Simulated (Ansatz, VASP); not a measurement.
## Al3GaAs4 in VASP and in Ansatz

```xyz
8
Lattice="5.7328 0.0000 0.0000 0.0000 5.7328 0.0000 0.0000 0.0000 5.7328" Properties=species:S:1:pos:R:3 pbc="T T T"
Al    0.0000    2.8664    2.8664
Al    2.8664    2.8664    0.0000
Al    2.8664    0.0000    2.8664
Ga    0.0000    0.0000    0.0000
As    4.2945    4.2945    1.4382
As    4.2945    1.4382    4.2945
As    1.4382    4.2945    4.2945
As    1.4382    1.4382    1.4382
```

Change from the starting cell: relaxed end of: species swapped into the Zn3CdSe4 type (P-43m, No. 215).

Alike in both runs: functional PBE; k mesh 6 × 6 × 6; occupations gaussian, width 0.02 eV; no spin polarisation.

Ansatz relaxed the structure, and its values are those at the end. VASP's run is a single point on that final structure, the one shown.

```csv
,VASP,Ansatz
version,VASP 6.6.1,Ansatz 0.2.0
potentials or method,"VASP PAW PBE potentials, release 64 (Al, Ga_d, As)","scalar-relativistic, plane waves, PAW"
plane-wave cutoff (eV),520,420
valence electrons in the cell,42,82
```

```csv
,VASP,Ansatz,Ansatz less VASP
gap on the k mesh at the Fermi level (eV),1.03,1.03,+0.005
least direct gap on the mesh (eV),1.17,1.17,0.000
pressure (GPa),0.2,0.0,-0.16
```

The two sets of potentials don't hold the same shells in valence.

A k mesh can miss the band edges.
